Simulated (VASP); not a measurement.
# TiO2 (Anatase) (I4_1/amd) in VASP: notebook

The runs below take TiO2 (Anatase) through single point, relaxation of cell and atoms, with PBE, PBE+D3(BJ).

All numbers are computed with VASP 6.6.1; they aren't measurements. Logs are shortened: lines on timing, memory, paths and dates and some standing lists are left out, and cuts for length are marked.

**1. The crystal as given**

Symmetry: I4_1/amd, No. 141, tetragonal system. The conventional cell has a = 3.784 Å, b = 3.784 Å, c = 9.515 Å, α = 90.00°, β = 90.00°, γ = 90.00°. Around Ti (site symmetry -4m2) lie 6 O at 1.93 to 1.98 Å. O (site symmetry 2mm) has 3 Ti at 1.93 to 1.98 Å as nearest neighbours.

**2. Single point, PBE**

INCAR reads:

```
SYSTEM = TiO2
  PREC = Low
  ENCUT = 520
  EDIFF = 1E-7
  ISMEAR = 0
  SIGMA = 0.05
  LREAL = .False.
  LASPH = .True.
  NELM = 100
  ALGO = Normal
  ISIF = 2
  LWAVE = .False.
  LCHARG = .False.
  GGA = PE
  ADDGRID = .False.
```

KPOINTS reads:

```
regular mesh
0
Gamma
  7 7 7
  0 0 0
```

POSCAR reads:

```
TiO2
1.0
   -1.8921000000      1.8921000000      4.7573000000
    1.8921000000     -1.8921000000      4.7573000000
    1.8921000000      1.8921000000     -4.7573000000
Ti O
2 4
Direct
    0.7634100000      0.2505420000      0.5022120000
    0.0240310000     -0.0225460000     -0.0109780000
    0.8032660000      0.7916050000      0.0039110000
    0.5255800000      0.0234350000      0.4817660000
    0.9615640000      0.4693800000      0.5068500000
    0.1853180000      0.2146180000     -0.0384270000
```

Potentials or basis: VASP PAW PBE potentials, release 64 (Ti, O).

Run with:

```sh
$ cat potpaw_PBE.64/Ti/POTCAR potpaw_PBE.64/O/POTCAR > POTCAR
$ mpirun -np 1 vasp_std > vasp.out
```

OUTCAR:

```text
SYSTEM = TiO2
   PREC = Low
   ENCUT = 520
   EDIFF = 1E-7
   ISMEAR = 0
   LREAL = .False.
   LASPH = .True.
   NELM = 100
   ISIF = 2
   GGA = PE

 Found    172 irreducible k-points:

 Following reciprocal coordinates:
            Coordinates               Weight
  0.000000  0.000000  0.000000      1.000000
  0.142857  0.000000  0.000000      2.000000
  0.000000  0.142857  0.000000      2.000000
  0.000000  0.142857 -0.142857      2.000000
  0.142857  0.000000 -0.142857      2.000000
  0.285714  0.000000  0.000000      2.000000
   k-points           NKPTS =    172   k-points in BZ     NKDIM =    172   number of bands    NBANDS=     20
   number of dos      NEDOS =    301   number of ions     NIONS =      6
   total plane-waves  NPLWV =  27000
   dimension x,y,z NGX =    30 NGY =   30 NGZ =   30
   dimension x,y,z NGXF=    32 NGYF=   32 NGZF=   32
   ions per type =               2   4
   NGX,Y,Z   is equivalent  to a cutoff of   9.14,  9.14,  9.14 a.u.
   NGXF,Y,Z  is equivalent  to a cutoff of   9.75,  9.75,  9.75 a.u.
 SYSTEM =  TiO2
   PREC   = low       normal or accurate (medium, high low for compatibility)
   ISTART =      0    job   : 0-new  1-cont  2-samecut
   ICHARG =      2    charge: 1-file 2-atom 10-const
   ISPIN  =      1    spin polarized calculation?
   LNONCOLLINEAR =      F non collinear calculations
   LSORBIT =      F    spin-orbit coupling
   LASPH  =      T    aspherical Exc in radial PAW
   ENCUT  =  520.0 eV  38.22 Ry    6.18 a.u.  10.15 10.15 10.15*2*pi/ulx,y,z
   NELM   =    100;   NELMIN=  2; NELMDL= -5     # of ELM steps
   EDIFF  = 0.1E-06   stopping-criterion for ELM
   LREAL  =      F    real-space projection
   EDIFFG = 0.1E-05   stopping-criterion for IOM
   NSW    =      0    number of steps for IOM
   IBRION =     -1    ionic relax: 0-MD 1-quasi-New 2-CG
   NFREE  =      0    steps in history (QN), initial steepest desc. (CG)
   ISIF   =      2    stress and relaxation
   ISYM   =      2    0-nonsym 1-usesym 2-fastsym
   POTIM  = 0.5000    time-step for ionic-motion
   TEBEG  =    0.0;   TEEND  =   0.0 temperature during run
   PSTRESS=    0.0 pullay stress
   NELECT =      32.0000    total number of electrons
   NUPDOWN=      -1.0000    fix difference up-down
   EMIN   =  10.00;   EMAX   =-10.00  energy-range for DOS
[... 5 lines left out ...]
     AMIX     =   0.40;   BMIX     =  1.00
     AMIX_MAG =   1.60;   BMIX_MAG =  1.00
  volume/ion in A,a.u.               =      11.35        76.62
  Fermi-wavevector in a.u.,A,eV,Ry     =   1.272590  2.404847 22.034444  1.619486
  Thomas-Fermi vector in A             =   2.405460
   LORBIT       =      0    0 simple, 1 ext, 2 COOP (PROOUT), +10 PAW based schemes
   GGA     = PE    functional components
   LHFCALC =     F    Hartree Fock is set to
   AEXX    =    0.0000 exact exchange contribution
   IVDW    =     0    specifies the selected vdW correction
   LEPSILON=     F    determine dielectric tensor
   LRPA    =     F    only Hartree local field effects (RPA)
 non-spin polarized calculation
 Gauss-broadening in eV      SIGMA  =   0.05
  energy-cutoff  :      520.00
  volume of cell :       68.13
 maximum number of plane-waves:      1850
   NGX = 21   NGY = 21   NGZ = 21

 number of electron      31.9999702 magnetization

 Free energy of the ion-electron system (eV)
  ---------------------------------------------------
  ext. energy  EPLUGINS =         0.00000000
  ---------------------------------------------------
  free energy    TOTEN  =       -52.50783373 eV

  energy without entropy =      -52.50783373  energy(sigma->0) =      -52.50783373

 E-fermi :   1.0151     XC(G=0): -10.5273

 val. band max:        0.8067830789   @ k =  -0.4286   0.4286   0.0000
 cond. band min:       2.9974884767   @ k =   0.0000   0.0000   0.0000
 fundamental gap:      2.1907053978
 Fermi energy:         1.0150567323

 k-point     1 :       0.0000    0.0000    0.0000
  band No.  band energies     occupation
      1     -16.9481      2.00000
      2     -16.0524      2.00000
      3     -15.8418      2.00000
      4     -15.5277      2.00000
      5      -3.1870      2.00000
      6      -3.0580      2.00000
[... 12 lines left out ...]
     19       4.2147      0.00000
     20       4.4035      0.00000

 k-point     2 :       0.1429    0.0000    0.0000
  band No.  band energies     occupation
      1     -16.8525      2.00000
      2     -16.0051      2.00000
      3     -15.7947      2.00000
      4     -15.5157      2.00000
      5      -3.2065      2.00000
      6      -3.1113      2.00000
[... 12 lines left out ...]
     19       3.9529      0.00000
     20       4.3190      0.00000

 k-point     3 :       0.0000    0.1429    0.0000
  band No.  band energies     occupation
      1     -16.8504      2.00000
      2     -16.0215      2.00000
      3     -15.8118      2.00000
      4     -15.5124      2.00000
      5      -3.4370      2.00000
      6      -3.1122      2.00000
[... 12 lines left out ...]
     19       4.0285      0.00000
     20       4.2221      0.00000

 k-point     4 :       0.0000    0.1429   -0.1429
  band No.  band energies     occupation
      1     -16.8497      2.00000
      2     -16.0052      2.00000
      3     -15.7973      2.00000
      4     -15.5163      2.00000
      5      -3.1955      2.00000
      6      -3.1344      2.00000
[... 12 lines left out ...]
     19       3.9285      0.00000
     20       4.3302      0.00000

 k-point     5 :       0.1429    0.0000   -0.1429
  band No.  band energies     occupation
      1     -16.8520      2.00000
      2     -16.0210      2.00000
      3     -15.8104      2.00000
      4     -15.5126      2.00000
      5      -3.4317      2.00000
      6      -3.1274      2.00000
[... 12 lines left out ...]
     19       4.0459      0.00000
     20       4.1988      0.00000

 k-point     6 :       0.2857    0.0000    0.0000
  band No.  band energies     occupation
      1     -16.6402      2.00000
      2     -15.8900      2.00000
      3     -15.6947      2.00000
      4     -15.4708      2.00000
      5      -3.6867      2.00000
      6      -3.1822      2.00000
[... 12 lines left out ...]
     19       4.1912      0.00000
     20       4.3876      0.00000

 [... further k-points ...]
[... 5 lines left out ...]
  --------------------------------------------------------------------------------------
  -------------------------------------------------------------------------------------
  Total        5.6869211      7.9735050      1.5490783      0.1823623      0.3531283      0.4001611
  in kB      133.7454709    187.5215366     36.4313481      4.2888115      8.3048999      9.4110210
  external PRESSURE =     119.2327852 kB  Pullay stress =       0.0000000 kB

 VOLUME and BASIS-vectors are now :
 -----------------------------------------------------------------------------
  energy-cutoff  :      520.00
  volume of cell :       68.13
      direct lattice vectors                 reciprocal lattice vectors
    -1.892100000  1.892100000  4.757300000     0.000000000  0.264256646  0.105101633
     1.892100000 -1.892100000  4.757300000     0.264256646  0.000000000  0.105101633
     1.892100000  1.892100000 -4.757300000     0.264256646  0.264256646  0.000000000

 POSITION                                       TOTAL-FORCE (eV/Angst)
 -----------------------------------------------------------------------------------
     -0.02016      1.92063      2.43450         0.093517     -1.696474      0.028563
      3.67530      0.06736      0.05929         1.316645     -0.987519     -0.407163
     -0.01466      0.02946      7.56867         0.153032     -0.550374     -0.032054
     -0.03856      1.86166      0.31992         0.272450      0.589093      1.260348
      0.02775      1.89027      4.39619        -1.813267     -0.238189      0.134465
      1.87483      1.76395     -2.67188        -0.022377      2.883463     -0.984159
 -----------------------------------------------------------------------------------
    total drift:                               -0.001496     -0.000740     -0.012218

  FREE ENERGIE OF THE ION-ELECTRON SYSTEM (eV)
  ---------------------------------------------------
  free  energy   TOTEN  =       -52.5078337311 eV

  energy  without entropy=      -52.5078337311  energy(sigma->0) =      -52.50783373
```

Wall time 1.7 min (1 thread of Intel Xeon 6975P-C (Granite Rapids), shared host); peak memory 0.28 GiB.

These settings aren't checked as converged: the numbers below hold their error.

What came out:

* Free energy: -52.5078 eV
* Pressure: 11.9 GPa
* Largest force: 3.047 eV/Å
* Band gap on the k mesh: 2.19 eV, indirect (least direct gap 2.63 eV)

Caveat: an odd mesh through Γ misses points on the zone boundary, where band edges often lie.

**3. Single point, PBE**

Changes to INCAR since step 2:

```diff
@@ -1,3 +1,3 @@
 SYSTEM = TiO2
-  PREC = Low
+  PREC = Accurate
   ENCUT = 520
@@ -6,3 +6,3 @@
   SIGMA = 0.05
-  LREAL = .False.
+  LREAL = Auto
   LASPH = .True.
```

KPOINTS is that of step 2.

POSCAR is that of step 2.

Potentials or basis: VASP PAW PBE potentials, release 64 (Ti, O).

Run with:

```sh
$ cat potpaw_PBE.64/Ti/POTCAR potpaw_PBE.64/O/POTCAR > POTCAR
$ mpirun -np 1 vasp_std > vasp.out
```

It took 8.4 min on 1 thread of Intel Xeon 6975P-C (Granite Rapids), shared host; peak memory 0.35 GiB.

These settings aren't checked as converged: the numbers below hold their error.

Results:

```
Free energy            : -52.5020 eV
Pressure               : 11.9 GPa
Largest force          : 3.049 eV/Å
Band gap on the k mesh : 2.19 eV, indirect (least direct gap 2.63 eV)
```

Caveat: an odd mesh through Γ misses points on the zone boundary, where band edges often lie.

**4. Single point, PBE**

Changes to INCAR since step 3:

```diff
@@ -2,3 +2,3 @@
   PREC = Accurate
-  ENCUT = 520
+  ENCUT = 460
   EDIFF = 1E-7
@@ -6,3 +6,3 @@
   SIGMA = 0.05
-  LREAL = Auto
+  LREAL = .False.
   LASPH = .True.
```

KPOINTS reads:

```
regular mesh
0
Gamma
  9 9 9
  0 0 0
```

POSCAR is that of step 3.

Run with:

```sh
$ cat potpaw_PBE.64/Ti/POTCAR potpaw_PBE.64/O/POTCAR > POTCAR
$ mpirun -np 1 vasp_std > vasp.out
```

Wall time 5.5 min (1 thread of Intel Xeon 6975P-C (Granite Rapids), shared host); peak memory 0.5 GiB.

The run converged, but some of its settings lie outside the range that counts as converged, so its numbers aren't taken as properties of the crystal.

What came out:

```
Free energy            : -52.5127 eV
Pressure               : 11.0 GPa
Largest force          : 3.048 eV/Å
Band gap on the k mesh : 2.18 eV, indirect (least direct gap 2.63 eV)
```

Caveat: the cutoff is under 1.25 times the usual one of these potentials, so pressure, stress and relaxed cells hold a basis-set (Pulay) error; an odd mesh through Γ misses points on the zone boundary, where band edges often lie.

(Continued in part 2 of 2.)
